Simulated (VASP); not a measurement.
The system is CdO (Monteponite).

```
CELL_PARAMETERS angstrom
0.00000 2.34950 2.34950
2.34950 0.00000 2.34950
2.34950 2.34950 0.00000
ATOMIC_POSITIONS crystal
Cd 0.00000 0.00000 0.00000
O 0.50000 0.50000 0.50000
```

| Quantity | Value |
| --- | --- |
| Program | VASP 6.6.1 |
| Task | relaxation of cell and atoms |
| Functional | PBE |
| Potentials or basis | VASP PAW PBE potentials, release 64 (Cd, O_h) |
| Cutoff | 980 eV |
| k mesh | 10 × 10 × 10 |
| Occupations | fermi-dirac, width 0.05 eV |
| Spin | no spin polarisation |

At the start: pressure 7.7 GPa; volume 12.97 Å³/atom.

Question: How do energy, volume and symmetry change on relaxing?

Answer: Over 3 steps the energy falls by 15.9 meV/atom and the volume is 13.67 Å³/atom (+5.4 %); space group Fm-3m (No. 225, to 0.05 Å).

The path:
```tsv
step	energy change (eV)	largest force (eV/Å)	pressure (GPa)	volume (Å³)
1	0.0000	0.0000	7.71	25.94
2	-0.0176	0.0000	-4.32	28.35
3	-0.0318	0.0000	-0.01	27.34
```

Final structure:
```cif
data_structure
_symmetry_space_group_name_H-M 'P 1'
_symmetry_Int_Tables_number 1
_cell_length_a 3.3814
_cell_length_b 3.3814
_cell_length_c 3.3814
_cell_angle_alpha 60.000
_cell_angle_beta 60.000
_cell_angle_gamma 60.000
_cell_volume 27.34
loop_
_atom_site_label
_atom_site_type_symbol
_atom_site_fract_x
_atom_site_fract_y
_atom_site_fract_z
_atom_site_occupancy
Cd1 Cd 0.00000 0.00000 0.00000 1
O1 O 0.50000 0.50000 0.50000 1
```
